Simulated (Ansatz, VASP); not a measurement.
**SiC in VASP and in Ansatz**

The input INCAR:

```
SYSTEM = SiC
PREC     = Accurate       ! precision mode
ENCUT    = 520            ! plane-wave cutoff, eV
EDIFF    = 1E-7           ! SCF threshold, eV
ISMEAR   = -1             ! smearing method
SIGMA    = 0.05           ! smearing width, eV
LREAL    = .False.        ! projectors in reciprocal space
LASPH    = .True.         ! aspherical terms in the spheres
NELM     = 60             ! most SCF steps
ALGO     = Normal         ! electronic algorithm
ISIF     = 2              ! what is computed and relaxed
LWAVE    = .False.        ! write WAVECAR
LCHARG   = .False.        ! write CHGCAR
GGA      = PE             ! functional
NBANDS   = 11             ! bands
```

KPOINTS

```
regular mesh
0
Gamma
  15 15 15
  0 0 0
```

Contents of POSCAR:

```
SiC
1.0
    0.0000000000      1.7941967705      1.7941967705
    1.7941967705      0.0000000000      1.7941967705
    1.7941967705      1.7941967705      0.0000000000
Si C
1 1
Direct
    0.0000000000      0.0000000000      0.0000000000
    0.2500000000      0.2500000000      0.2500000000
```

Input for Ansatz:

```yaml
crystal:
  lattice:
    - [0.0, 1.7941967705, 1.7941967705]
    - [1.7941967705, 0.0, 1.7941967705]
    - [1.7941967705, 1.7941967705, 0.0]
  atoms:
    - { symbol: Si, position: [0.0, 0.0, 0.0] }
    - { symbol: C, position: [0.25, 0.25, 0.25] }
kpoints:
  mp_grid: { grid: [15, 15, 15] }
  band_path:
    path:
      - [0.0, 0.0, 0.0]
      - [-0.5, -0.5, 0.0]
      - [-0.375, -0.375, 0.25]
      - [-0.375, 0.0, 0.375]
      - [0.0, 0.0, 0.0]
      - [0.0, 0.0, 0.5]
      - [-0.5, -0.25, 0.25]
      - [-0.5, -0.5, 0.0]
    npoints: 8
scf:
  occupations: { method: fermi_dirac, width: 0.05 }
hamiltonian:
  xc: pbe
  pseudopotentials: { kind: all_electron, lapw: { basis_error: 0.001 } }
output:
  forces: true
  stress: true
  eigenvalues: true
  populations: true
  dos: { projected: true, de: 0.2, e_range: [-14, 8] }
```

Change from the starting cell: volume scaled by 0.55, LAPW.

Alike in both runs: task single point; functional PBE; k mesh 15 × 15 × 15; occupations fermi-dirac, width 0.05 eV; no spin polarisation.

|  | VASP | Ansatz |
| --- | --- | --- |
| version | VASP 6.6.1 | Ansatz 0.2.0 |
| potentials or method | VASP PAW PBE potentials, release 64 (Si, C) | all-electron LAPW, scalar-relativistic |
| plane-wave cutoff (eV) | 520 | see its input |

```tsv
	VASP	Ansatz	Ansatz less VASP
pressure (GPa)	384.5	384.3	-0.26
```

Ansatz ran all-electron here, so the differences hold the error of VASP's frozen core and of both bases.

Caveats: the cell as given lies far from equilibrium; so large a pressure means that the cell lies far from this level's equilibrium, or that cutoff or potentials fall short (VASP); an odd mesh through Γ misses points on the zone boundary, where band edges often lie.
